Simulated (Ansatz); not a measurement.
Os:

```
Os
1.0
     2.73410    0.00000    0.00000
    -1.36705    2.36780    0.00000
     0.00000    0.00000    4.31970
Os
2
Direct
  0.66667 0.33333 0.75000
  0.33333 0.66667 0.25000
```

```yaml
Program: Ansatz 0.2.0
Task: relaxation of cell and atoms
Functional: PBE
Potentials_or_basis: all-electron LAPW, scalar-relativistic
Basis_error_allowed: 0.001 eV/atom
k_mesh: 11 × 11 × 6
Occupations: fermi-dirac, width 0.05 eV
Spin: no spin polarisation
```

At the start: volume 13.98 Å³/atom.

Problem. How do energy, volume and symmetry change on relaxing?

Solution. Over 4 steps the energy falls by 8.0 meV/atom and the volume is 14.28 Å³/atom (+2.1 %); space group P6_3/mmc (No. 194, to 0.05 Å).

The path:
```tsv
step	energy change (eV)	largest force (eV/Å)	volume (Å³)
1	0.0000	0.0000	27.96
2	-0.0159	0.0000	28.61
3	-0.0160	0.0000	28.56
4	-0.0160	0.0000	28.56
```

Final structure:
```
CELL_PARAMETERS angstrom
2.75379 0.00000 0.00000
-1.37689 2.38485 0.00000
0.00000 0.00000 4.34930
ATOMIC_POSITIONS crystal
Os 0.66667 0.33333 0.75000
Os 0.33333 0.66667 0.25000
```
